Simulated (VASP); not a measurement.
# PtS2 in VASP: notebook

The runs below take PtS2 through single point, with PBE.

Everything below comes from runs of VASP 6.6.1. Logs are shortened: lines on timing, memory, paths and dates and some standing lists are left out, and cuts for length are marked.

## Step 1: The structure

The cell holds a slab with vacuum, 3 atoms: a = 3.543 Å, b = 3.543 Å, c = 17.288 Å, α = 90.00°, β = 90.00°, γ = 120.00°.

## Step 2: Single point, PBE

Input file INCAR:

```
SYSTEM = PtS2
PREC = Accurate ; ENCUT = 460
EDIFF = 1E-7 ; ISMEAR = 0
SIGMA = 0.05 ; LREAL = .False.
LASPH = .True. ; NELM = 120
ALGO = Normal ; ISIF = 2
LWAVE = .False. ; LCHARG = .False.
GGA = PE ; NBANDS = 22
LVHAR = .True. ; LVACPOTAV = .True.
IDIPOL = 3
```

Input file KPOINTS:

```
Automatic mesh
0
Gamma
  7 7 1
  0 0 0
```

Input file POSCAR:

```
PtS2
1.0
    3.5432000000      0.0000000000      0.0000000000
   -1.7716000000      3.0685012100      0.0000000000
    0.0000000000      0.0000000000     17.2876152000
S Pt
2 1
Direct
    0.6666666667      0.3333333333      0.4338365884
    0.3333333333      0.6666666667      0.5661634116
    0.0000000000      0.0000000000      0.5000000000
```

Potentials or basis: VASP PAW PBE potentials, release 64 (S, Pt).

Started as:

```sh
$ cat potpaw_PBE.64/S/POTCAR potpaw_PBE.64/Pt/POTCAR > POTCAR
$ mpirun -np 1 vasp_std > vasp.out
```

OUTCAR:

```text
SYSTEM = PtS2
   PREC = Accurate
   ENCUT = 460
   EDIFF = 1E-7
   ISMEAR = 0
   LREAL = .False.
   LASPH = .True.
   NELM = 120
   ISIF = 2
   GGA = PE

 Found      8 irreducible k-points:

 Following reciprocal coordinates:
            Coordinates               Weight
  0.000000  0.000000  0.000000      1.000000
  0.142857  0.000000  0.000000      6.000000
  0.285714 -0.000000  0.000000      6.000000
  0.428571 -0.000000  0.000000      6.000000
  0.142857  0.142857  0.000000      6.000000
  0.285714  0.142857  0.000000     12.000000
   k-points           NKPTS =      8   k-points in BZ     NKDIM =      8   number of bands    NBANDS=     22
   number of dos      NEDOS =    301   number of ions     NIONS =      3
   total plane-waves  NPLWV =  98784
   dimension x,y,z NGX =    28 NGY =   28 NGZ =  126
   dimension x,y,z NGXF=    56 NGYF=   56 NGZF=  252
   ions per type =               2   1
   NGX,Y,Z   is equivalent  to a cutoff of  13.14, 13.14, 12.12 a.u.
   NGXF,Y,Z  is equivalent  to a cutoff of  26.28, 26.28, 24.23 a.u.
 SYSTEM =  PtS2
   PREC   = accura    normal or accurate (medium, high low for compatibility)
   ISTART =      0    job   : 0-new  1-cont  2-samecut
   ICHARG =      2    charge: 1-file 2-atom 10-const
   ISPIN  =      1    spin polarized calculation?
   LNONCOLLINEAR =      F non collinear calculations
   LSORBIT =      F    spin-orbit coupling
   LASPH  =      T    aspherical Exc in radial PAW
   ENCUT  =  460.0 eV  33.81 Ry    5.81 a.u.   6.20  6.20 30.23*2*pi/ulx,y,z
   NELM   =    120;   NELMIN=  2; NELMDL= -5     # of ELM steps
   EDIFF  = 0.1E-06   stopping-criterion for ELM
   LREAL  =      F    real-space projection
   EDIFFG = 0.1E-05   stopping-criterion for IOM
   NSW    =      0    number of steps for IOM
   IBRION =     -1    ionic relax: 0-MD 1-quasi-New 2-CG
   NFREE  =      0    steps in history (QN), initial steepest desc. (CG)
   ISIF   =      2    stress and relaxation
   ISYM   =      2    0-nonsym 1-usesym 2-fastsym
   POTIM  = 0.5000    time-step for ionic-motion
   TEBEG  =    0.0;   TEEND  =   0.0 temperature during run
   PSTRESS=    0.0 pullay stress
   NELECT =      22.0000    total number of electrons
   NUPDOWN=      -1.0000    fix difference up-down
   EMIN   =  10.00;   EMAX   =-10.00  energy-range for DOS
   EFERMI =   0.00;   METHOD = LEGACY
   ISMEAR =     0;   SIGMA  =   0.05  broadening in eV -4-tet -1-fermi 0-gaus
   EFERMI_NEDOS =   21; number of points for ismear=-14 and -15
   IALGO  =     38    algorithm
   IMIX   =      4    mixing-type and parameters
     AMIX     =   0.40;   BMIX     =  1.00
     AMIX_MAG =   1.60;   BMIX_MAG =  1.00
  volume/ion in A,a.u.               =      62.65       422.80
  Fermi-wavevector in a.u.,A,eV,Ry     =   0.800811  1.513313  8.725393  0.641298
  Thomas-Fermi vector in A             =   1.908178
   LORBIT       =      0    0 simple, 1 ext, 2 COOP (PROOUT), +10 PAW based schemes
   GGA     = PE    functional components
   LHFCALC =     F    Hartree Fock is set to
   AEXX    =    0.0000 exact exchange contribution
   IVDW    =     0    specifies the selected vdW correction
   LEPSILON=     F    determine dielectric tensor
   LRPA    =     F    only Hartree local field effects (RPA)
 non-spin polarized calculation
 Gauss-broadening in eV      SIGMA  =   0.05
  energy-cutoff  :      460.00
  volume of cell :      187.96
 maximum number of plane-waves:      4249
 NGX is ok and might be reduce to    28
   NGX = 13   NGY = 13   NGZ = 61

 number of electron      22.0000000 magnetization

 Free energy of the ion-electron system (eV)
  ---------------------------------------------------
  ext. energy  EPLUGINS =         0.00000000
  ---------------------------------------------------
  free energy    TOTEN  =       -15.32366202 eV

  energy without entropy =      -15.32366202  energy(sigma->0) =      -15.32366202

 E-fermi :  -2.4400     XC(G=0):  -3.6917

 val. band max:       -2.6688612009   @ k =   0.1429   0.1429   0.0000
 cond. band min:      -0.7593538026   @ k =   0.2857  -0.0000   0.0000
 fundamental gap:      1.9095073983
 Fermi energy:        -2.4399904237

 k-point     1 :       0.0000    0.0000    0.0000
  band No.  band energies     occupation
      1     -17.3265      2.00000
      2     -14.5539      2.00000
      3      -8.9621      2.00000
      4      -8.9621      2.00000
      5      -8.1754      2.00000
      6      -5.9268      2.00000
[... 14 lines left out ...]
     21       5.9057      0.00000
     22       7.5654      0.00000

 k-point     2 :       0.1429    0.0000    0.0000
  band No.  band energies     occupation
      1     -17.0564      2.00000
      2     -14.6668      2.00000
      3      -8.8534      2.00000
      4      -8.7826      2.00000
      5      -7.9582      2.00000
      6      -6.3398      2.00000
[... 14 lines left out ...]
     21       6.7898      0.00000
     22       7.8564      0.00000

 k-point     3 :       0.2857   -0.0000    0.0000
  band No.  band energies     occupation
      1     -16.3489      2.00000
      2     -14.9099      2.00000
      3      -8.6700      2.00000
      4      -8.3939      2.00000
      5      -7.6981      2.00000
      6      -7.0441      2.00000
[... 14 lines left out ...]
     21       7.8830      0.00000
     22       7.9092      0.00000

 k-point     4 :       0.4286   -0.0000    0.0000
  band No.  band energies     occupation
      1     -15.6218      2.00000
      2     -15.0842      2.00000
      3      -9.3969      2.00000
      4      -8.1742      2.00000
      5      -7.2904      2.00000
      6      -6.6553      2.00000
[... 14 lines left out ...]
     21       7.5865      0.00000
     22       8.0205      0.00000

 k-point     5 :       0.1429    0.1429    0.0000
  band No.  band energies     occupation
      1     -16.5632      2.00000
      2     -14.8441      2.00000
      3      -8.6312      2.00000
      4      -8.5206      2.00000
      5      -7.6694      2.00000
      6      -6.7444      2.00000
[... 14 lines left out ...]
     21       7.5440      0.00000
     22       8.1302      0.00000

 k-point     6 :       0.2857    0.1429    0.0000
  band No.  band energies     occupation
      1     -15.8050      2.00000
      2     -15.0524      2.00000
      3      -8.8000      2.00000
      4      -8.3101      2.00000
      5      -7.6102      2.00000
      6      -6.7651      2.00000
[... 14 lines left out ...]
     21       7.6830      0.00000
     22       8.0669      0.00000

 [... further k-points ...]

------------------------ aborting loop because EDIFF is reached ----------------------------------------

 dipolmoment           0.000000      0.000000     -0.000104 electrons x Angstroem

  FORCE on cell =-STRESS in cart. coord.  units (eV):
  Direction    XX          YY          ZZ          XY          YZ          ZX
  --------------------------------------------------------------------------------------
  -------------------------------------------------------------------------------------
  Total        3.4852057      3.4852057      3.0831057     -0.0000000      0.0000000     -0.0000000
  in kB       29.7085838     29.7085838     26.2810033     -0.0000000      0.0000000     -0.0000000
  external PRESSURE =      28.5660570 kB  Pullay stress =       0.0000000 kB

 VOLUME and BASIS-vectors are now :
 -----------------------------------------------------------------------------
  energy-cutoff  :      460.00
  volume of cell :      187.96
      direct lattice vectors                 reciprocal lattice vectors
     3.543200000  0.000000000  0.000000000     0.282230752  0.162946001  0.000000000
    -1.771600000  3.068501210  0.000000000     0.000000000  0.325892001  0.000000000
     0.000000000  0.000000000 17.287615200     0.000000000  0.000000000  0.057844878

 POSITION                                       TOTAL-FORCE (eV/Angst)
 -----------------------------------------------------------------------------------
      1.77160      1.02283      7.50000        -0.000000      0.000000     -1.356773
     -0.00000      2.04567      9.78762         0.000000      0.000000      1.356773
      0.00000      0.00000      8.64381        -0.000000     -0.000000      0.000000
 -----------------------------------------------------------------------------------
    total drift:                                0.000000      0.000000     -0.000000

  FREE ENERGIE OF THE ION-ELECTRON SYSTEM (eV)
  ---------------------------------------------------
  free  energy   TOTEN  =       -15.3236620159 eV

  energy  without entropy=      -15.3236620159  energy(sigma->0) =      -15.32366202
```

Wall time 30 s (1 thread of AMD EPYC 9R45 (Zen 5), shared host); peak memory 0.27 GiB.

These settings aren't checked as converged: the numbers below hold their error.

What came out:

```yaml
Free_energy: -15.3237 eV
Largest_force: 1.357 eV/Å
Band_gap_on_the_k_mesh: 1.91 eV, indirect (least direct gap 2.06 eV)
```

Caveat: spin-orbit coupling is left out, which moves the levels of the heavy elements.

## Step 3: Single point, PBE

This run uses another cell than the first one, of 51.78 Å³/atom, 0.826 times its volume.

Edit INCAR of step 2 so:

```diff
@@ -7,4 +7,5 @@
 LWAVE = .False. ; LCHARG = .False.
-GGA = PE ; NBANDS = 22
-LVHAR = .True. ; LVACPOTAV = .True.
-IDIPOL = 3
+LDIPOL = .True. ; IDIPOL = 3
+DIPOL = 0.5 0.5 0.500 ; GGA = PE
+NBANDS = 22 ; LVHAR = .True.
+LVACPOTAV = .True.
```

Input file KPOINTS:

```
Automatic mesh
0
Gamma
  9 9 1
  0 0 0
```

Input file POSCAR:

```
PtS2
1.0
    3.5432000000      0.0000000000      0.0000000000
   -1.7716000000      3.0685012100      0.0000000000
    0.0000000000      0.0000000000     14.2876152000
S Pt
2 1
Direct
    0.6666666667      0.3333333333      0.4199441206
    0.3333333333      0.6666666667      0.5800558794
    0.0000000000      0.0000000000      0.5000000000
```

Potentials or basis: VASP PAW PBE potentials, release 64 (S, Pt).

Started as:

```sh
$ cat potpaw_PBE.64/S/POTCAR potpaw_PBE.64/Pt/POTCAR > POTCAR
$ mpirun -np 1 vasp_std > vasp.out
```

It took 36 s on 1 thread of AMD EPYC 9R45 (Zen 5), shared host; peak memory 0.23 GiB.

These settings aren't checked as converged: the numbers below hold their error.

Results:

```yaml
Free_energy: -15.3219 eV
Largest_force: 1.355 eV/Å
Band_gap_on_the_k_mesh: 1.87 eV, indirect (least direct gap 1.92 eV)
Ionisation_potential_of_the_upper_face: 6.30 eV
```

Caveat: spin-orbit coupling is left out, which moves the levels of the heavy elements.

## Step 4: Single point, PBE

This run uses another cell than the first one, of 73.52 Å³/atom, 1.174 times its volume.

INCAR is that of step 3.

KPOINTS is that of step 3.

Input file POSCAR:

```
PtS2
1.0
    3.5432000000      0.0000000000      0.0000000000
   -1.7716000000      3.0685012100      0.0000000000
    0.0000000000      0.0000000000     20.2876152000
S Pt
2 1
Direct
    0.6666666667      0.3333333333      0.4436204015
    0.3333333333      0.6666666667      0.5563795985
    0.0000000000      0.0000000000      0.5000000000
```

Started as:

```sh
$ cat potpaw_PBE.64/S/POTCAR potpaw_PBE.64/Pt/POTCAR > POTCAR
$ mpirun -np 1 vasp_std > vasp.out
```

Wall time 58 s (1 thread of AMD EPYC 9R45 (Zen 5), shared host); peak memory 0.3 GiB.

These settings aren't checked as converged: the numbers below hold their error.

Results:

```yaml
Free_energy: -15.3218 eV
Largest_force: 1.355 eV/Å
Band_gap_on_the_k_mesh: 1.87 eV, indirect (least direct gap 1.92 eV)
Ionisation_potential_of_the_upper_face: 6.30 eV
```

Caveat: spin-orbit coupling is left out, which moves the levels of the heavy elements.

## Step 5: Single point, PBE, spin-orbit coupling, no magnetisation

This run uses another cell than the first one, of 18.26 Å³/atom, 0.291 times its volume.

Input file INCAR:

```
SYSTEM = PtS2
ALGO = Normal ; EDIFF = 1E-8
ENCUT = 750 ; GGA = PE
GGA_COMPAT = .False. ; ISIF = 2
ISMEAR = 0 ; LASPH = .True.
LCHARG = .False. ; LMAXMIX = 4
LNONCOLLINEAR = .True. ; LORBIT = 11
LREAL = .False. ; LSORBIT = .True.
LWAVE = .False. ; MAGMOM = 0 0 0 0 0 0 0 0 0
NBANDS = 38 ; NELM = 100
PREC = Accurate ; SIGMA = 0.02
```

Input file KPOINTS:

```
k-points
0
Gamma
  9 9 6
  0 0 0
```

Input file POSCAR:

```
PtS2
1.0
    3.5432000000      0.0000000000      0.0000000000
   -1.7716000000      3.0685012107      0.0000000000
    0.0000000000      0.0000000000      5.0388000000
Pt S
1 2
Direct
    0.0000000000      0.0000000000      0.0000000000
    0.6666666667      0.3333333333      0.7730000000
    0.3333333333      0.6666666667      0.2270000000
```

Potentials or basis: VASP PAW PBE potentials, release 64 (Pt, S).

Started as:

```sh
$ cat potpaw_PBE.64/Pt/POTCAR potpaw_PBE.64/S/POTCAR > POTCAR
$ mpirun -np 1 vasp_ncl > vasp.out
```

Wall time 3.5 min (1 thread of Intel Xeon 6975P-C (Granite Rapids), shared host); peak memory 0.6 GiB.

Results (log left out):

| Property | Result |
| --- | --- |
| Free energy | -15.6531 eV |
| Pressure | 11.3 GPa |
| Largest force | 1.244 eV/Å |
| Valence electrons inside the program's atomic spheres | Pt 9.63; S 3.67 |

Forces on the atoms (eV/Å):
```
Pt   0.000  0.000  0.000
S    0.000  0.000 -1.244
S    0.000  0.000  1.244
```

Stress tensor (GPa, compression positive):
```
11.70  0.00  0.00
 0.00 11.70  0.00
 0.00  0.00 10.40
```

Caveat: forces of over 1 eV/Å show positions far from the minimum, so gaps and moduli don't describe the material at rest.

## Step 6: Single point, PBE, spin-orbit coupling, no magnetisation

This run uses another cell than the first one, of 18.26 Å³/atom, 0.291 times its volume.

Edit INCAR of step 5 so:

```diff
@@ -1,4 +1,4 @@
 SYSTEM = PtS2
-ALGO = Normal ; EDIFF = 1E-8
-ENCUT = 750 ; GGA = PE
+ALGO = Normal ; EDIFF = 1E-7
+ENCUT = 650 ; GGA = PE
 GGA_COMPAT = .False. ; ISIF = 2
```

Input file KPOINTS:

```
k-points
0
Gamma
  8 8 5
  0 0 0
```

POSCAR is that of step 5.

Potentials or basis: VASP PAW PBE potentials, release 64 (Pt, S).

Started as:

```sh
$ cat potpaw_PBE.64/Pt/POTCAR potpaw_PBE.64/S/POTCAR > POTCAR
$ mpirun -np 1 vasp_ncl > vasp.out
```

It took 2.2 min on 1 thread of Intel Xeon 6975P-C (Granite Rapids), shared host; peak memory 0.43 GiB.

These settings aren't checked as converged: the numbers below hold their error.

Results:

* Free energy: -15.6530 eV
* Pressure: 11.3 GPa
* Largest force: 1.245 eV/Å
* Valence electrons inside the program's atomic spheres: Pt 9.63; S 3.67

Caveat: forces of over 1 eV/Å show positions far from the minimum, so gaps and moduli don't describe the material at rest.
